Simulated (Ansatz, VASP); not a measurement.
**MgS in VASP and in Ansatz**

```
S Mg
1.0
     0.00000    2.79483    2.79483
     2.79483    0.00000    2.79483
     2.79483    2.79483    0.00000
S Mg
1 1
Direct
  0.25000 0.25000 0.25000
  0.00000 0.00000 0.00000
```

The cell comes from a database or a generator and needn't be the stable form of this composition.

Alike in both runs: task single point; functional PBE0; k mesh 4 × 4 × 4; occupations fermi-dirac, width 0.05 eV; no spin polarisation.

|  | VASP | Ansatz |
| --- | --- | --- |
| version | VASP 6.6.1 | Ansatz 0.2.0 |
| potentials or method | VASP PAW PBE potentials, release 64 (S, Mg) | Ansatz PAW |
| plane-wave cutoff (eV) | 520 | 420 |
| valence electrons in the cell | 8 | 16 |

Ansatz gave:

| Item | Value |
| --- | --- |
| gap on the k mesh at the Fermi level (eV) | 5.44 |
| least direct gap on the mesh (eV) | 5.44 |
| pressure (GPa) | 2.5 |

Q: What did VASP give for the same quantities?

A: gap on the k mesh at the Fermi level (eV): 5.46; least direct gap on the mesh (eV): 5.46; pressure (GPa): 2.3.

With one functional, cell and mesh, what is left measures potentials, basis and numerics. The two sets of potentials don't hold the same shells in valence.

Caveats: the k mesh is coarse (spacing up to 0.49 Å⁻¹), so the values aren't converged, least of all with exact exchange; the PAW data sets were made with another functional, which shifts forces and pressure a little (VASP); the PAW data sets come from PBE, with cores solved anew for the run's functional, which leaves a small shift of forces and pressure (Ansatz); the thresholds are loose for stress (Ansatz). A k mesh can miss the band edges.
